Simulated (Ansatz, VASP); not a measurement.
## One calculation of Rb, two programs

```
Rb
1.0
    -2.83938    2.83938    2.83938
     2.83938   -2.83938    2.83938
     2.83938    2.83938   -2.83938
Rb
1
Cartesian
  0.0000 0.0000 0.0000
```

Change from the starting cell: volume scaled by 1.04.

Alike in both runs: task single point; functional PBE; k mesh 7 × 7 × 7; occupations fermi-dirac, width 0.05 eV; no spin polarisation.

|  | VASP | Ansatz |
| --- | --- | --- |
| version | VASP 6.6.1 | Ansatz 0.2.0 |
| potentials or method | VASP PAW PBE potentials, release 64 (Rb_sv) | Ansatz PAW |
| plane-wave cutoff (eV) | 520 | 420 |
| valence electrons in the cell | 9 | 9 |

|  | VASP | Ansatz | Ansatz less VASP |
| --- | --- | --- | --- |
| gap on the k mesh at the Fermi level (eV) | none | none | - |
| pressure (GPa) | 0.0 | 0.0 | 0.00 |

A gap of «none» marks a metal or a gap that the smearing closes. With one functional, cell and mesh, what is left measures potentials, basis and numerics.
